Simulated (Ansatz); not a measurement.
One crystal and one scan (frozen-phonon scan) at two levels, PBE (plane waves to 420 eV, PAW, scalar-relativistic; Ansatz, a program for electronic structure) and r2SCAN (plane waves to 500 eV, PAW, scalar-relativistic; Ansatz), each from its own relaxed cell and on its own mesh. The cell shown is that of PBE.

Relaxed InN (zinc blende):

```
InN
1.0
    0.00000     5.04898     5.04898
    2.52449     0.00000     2.52449
    2.52449     2.52449     0.00000
N In
2 2
Direct
  0.37500   0.75000   0.75000
  0.87500   0.75000   0.75000
  0.00000   0.00000   0.00000
  0.50000   0.00000   0.00000
```

The atoms are displaced by Q × the pattern below (from a DFPT mode at L = (0.5, 0.0, 0.0), largest move 1; Q in Å), at fixed cell. (q is in reciprocal vectors of the primitive cell; the cell shown is doubled to hold the pattern.)

```json
[
 {"atom": "N1", "x": "0.577", "y": "-0.577", "z": "-0.577"},
 {"atom": "N2", "x": "-0.577", "y": "0.577", "z": "0.577"},
 {"atom": "In3", "x": "-0.015", "y": "0.015", "z": "0.015"},
 {"atom": "In4", "x": "0.015", "y": "-0.015", "z": "-0.015"}
]
```

InN was relaxed with its symmetry unable to fall. With partly filled bands, energies and forces of such displacements shift with the k mesh and the smearing. Both scans cover Q from -0.280 to 0.280 Å.

ΔE (meV/cell), each from the undisplaced structure of its own level:

```
Q (Å)    PBE    r2SCAN
------  ----  --------
-0.280  1288      1457
-0.233   877       992
-0.187   552       625
-0.140   307  withheld
-0.093   135       153
-0.047    34        38
0.000      0         0
0.047     34        38
0.093    135       153
0.140    307  withheld
0.187    552       625
0.233    877       992
0.280   1288      1457
```

### Question
Estimate the r2SCAN value at 0.140 from the PBE value there and the ratio of the two levels in the two nearest given rows on that side of the minimum.

### Answer
At 0.187 and 0.093 the ratio r2SCAN/PBE averages 1.133, which gives 1.133 × 307 = 348 meV/cell. The calculation gives 347 meV/cell, +13.0 % against PBE.

(For displaced atoms, the force is minus the slope of the energy, and its curvature is a force constant, which sets phonon frequencies.)
